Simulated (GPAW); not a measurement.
The system is TaS2.

```
Ta S
1.0
     3.35000    0.00000    0.00000
    -1.67500    2.90119    0.00000
     0.00000    0.00000    5.86000
Ta S
1 2
Direct
  0.00000 0.00000 0.00000
  0.66667 0.33333 0.75000
  0.33333 0.66667 0.25000
```

* Program: GPAW 26.7.0
* Task: relaxation of cell and atoms
* Functional: OLYP
* Dispersion: D3(BJ)
* Potentials or basis: PAW data sets generated in the run's folder for this functional
* Cutoff: 600 eV
* Basis: pw
* k mesh: 7 × 7 × 4
* Occupations: fermi-dirac, width 0.05 eV
* Spin: no spin polarisation

At the start: pressure -2.2 GPa; volume 18.98 Å³/atom.

Where does the relaxation end?

Over 8 steps the energy falls by 100.5 meV/atom and the volume is 16.07 Å³/atom (-15.4 %); space group P-3m1 (No. 164, to 0.05 Å).

The path:
```csv
step,energy change (eV),largest force (eV/Å),pressure (GPa),volume (Å³)
1,0.0000,0.9025,-2.22,56.95
2,-0.0279,0.7388,-2.98,56.74
3,-0.1513,0.3824,-7.04,54.23
4,-0.1784,0.3319,-5.97,53.31
5,-0.2375,0.2392,1.24,49.62
6,-0.2442,0.2152,0.84,49.69
7,-0.3002,0.0645,-1.15,48.66
8,-0.3014,0.0223,-0.27,48.21
```

Final structure:
```
CELL_PARAMETERS angstrom
3.21501 0.00000 0.00000
-1.60750 2.78428 0.00000
0.00000 0.00000 5.38579
ATOMIC_POSITIONS crystal
Ta 0.00000 0.00000 0.00000
S 0.66667 0.33333 0.71025
S 0.33333 0.66667 0.28975
```

Caveat: later steps reuse the first step's grids; the volume moved by over 15 % at a fixed basis, so the end points are rough; the volume moved by -15 % from the deposited cell, more than functionals usually miss.
